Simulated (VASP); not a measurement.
Set up this calculation in VASP 6.6.1, as the native input.

```yaml
Task: single point
Functional: PBE
Potentials_or_basis: VASP PAW PBE potentials, release 64 (Pt)
Cutoff: 350 eV
k_mesh: 14 × 14 × 14
Occupations: gaussian, width 0.1 eV
Spin: no spin polarisation
Further_INCAR_settings: ALGO = Normal; EDIFF = 1e-07
```

The structure of Pt lies in POSCAR:

```
Pt
1.0
    0.0000000000      1.9609000000      1.9609000000
    1.9609000000      0.0000000000      1.9609000000
    1.9609000000      1.9609000000      0.0000000000
Pt
1
Direct
    0.0000000000      0.0000000000      0.0000000000
```

The input as run:

INCAR

```
SYSTEM = Pt
  PREC = Accurate
  ENCUT = 350
  EDIFF = 1E-7
  ISMEAR = 0
  SIGMA = 0.1
  LREAL = .False.
  LASPH = .True.
  NELM = 60
  ALGO = Normal
  ISIF = 2
  LWAVE = .False.
  LCHARG = .False.
  GGA = PE
```

KPOINTS

```
regular mesh
0
Gamma
  14 14 14
  0 0 0
```

Potentials or basis: VASP PAW PBE potentials, release 64 (Pt).

The run is started by

```sh
$ cat potpaw_PBE.64/Pt/POTCAR > POTCAR
$ mpirun -np 1 vasp_std > vasp.out
```

It gave:

* Pressure: 8.7 GPa
* Band gap on the k mesh: none (metal or under the smearing width)

It used 7.5 s of CPU time on 1 thread of Intel(R) Xeon(R) Platinum 8559C (Emerald Rapids), on a shared host, which was overloaded at the time.
